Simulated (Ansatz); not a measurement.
BeO (wurtzite), frozen-phonon scan

BeO (wurtzite)

```xyz
8
Lattice="5.4236 0.0000 0.0000 -1.3559 2.3485 0.0000 0.0000 0.0000 4.4046" Properties=species:S:1:pos:R:3 pbc="T T T"
Be     1.3559     0.7828     0.0066
Be     4.0677     0.7828     0.0066
Be     0.0000     1.5657     2.2088
Be     2.7118     1.5657     2.2088
O      1.3559     0.7828     2.7472
O      4.0677     0.7828     2.7472
O      0.0000     1.5657     0.5449
O      2.7118     1.5657     0.5449
```

The atoms are displaced by Q × the pattern below (from a DFPT mode at M = (0.5, 0.0, 0.0), largest move 1; Q in Å), at fixed cell. (q is in reciprocal vectors of the primitive cell; the cell shown is doubled to hold the pattern.)

```csv
atom,x,y,z
Be1,-0.524,-0.302,-0.797
Be2,0.524,0.302,0.797
Be3,-0.524,-0.302,0.797
Be4,0.524,0.302,-0.797
O5,-0.457,-0.264,0.415
O6,0.457,0.264,-0.415
O7,-0.457,-0.264,-0.415
O8,0.457,0.264,0.415
```

Computed with PBE (plane waves to 420 eV, PAW, scalar-relativistic; Ansatz, a first-principles code). k mesh 7×14×8 (Γ-centred), Fermi-Dirac smearing 0.05 eV. The energy includes the smearing's −TS. Compression counts positive. BeO was relaxed with its symmetry unable to fall. ΔE is measured from the undisplaced structure.

```
Q (Å)   ΔE (meV/cell)  P (GPa)  −dE/dQ from forces (eV/Å)
------  -------------  -------  -------------------------
-0.180           2022     18.8                     25.347
-0.150           1349     12.9                     19.631
-0.120            835      8.1                     14.750
-0.090            458      4.5                     10.517
-0.060            200      2.0                      6.756
-0.030             49      0.5                      3.302
0.000               0      0.0                      0.000
0.030              49      0.5                     -3.302
0.060             200      2.0                     -6.756
0.090             458      4.5                    -10.517
0.120             835      8.1                    -14.750
0.150            1349     12.9                    -19.631
0.180            2022     18.8                    -25.347
```

Read from the data:

| Item | Result |
|---|---|
| Energy at Q = 0.180 Å | 2022 meV/cell |
| Space group of the distorted cell | Pmc2_1 (No. 26), lowered from P6_3mc |
| Symmetry of the curve | even: the same for both signs |
| Shape of the curve | a single well with its minimum at or next to zero displacement |
| Harmonic wavenumber from the curvature (finite differences) | 676 cm⁻¹ |
| Wavenumber by perturbation theory (DFPT, on another k mesh) | 676 cm⁻¹ |

The 13 points together took very roughly 6 core-minutes.

(A displaced cell: forces are minus the slopes of the energy, force constants its curvatures, and phonons follow from these.)
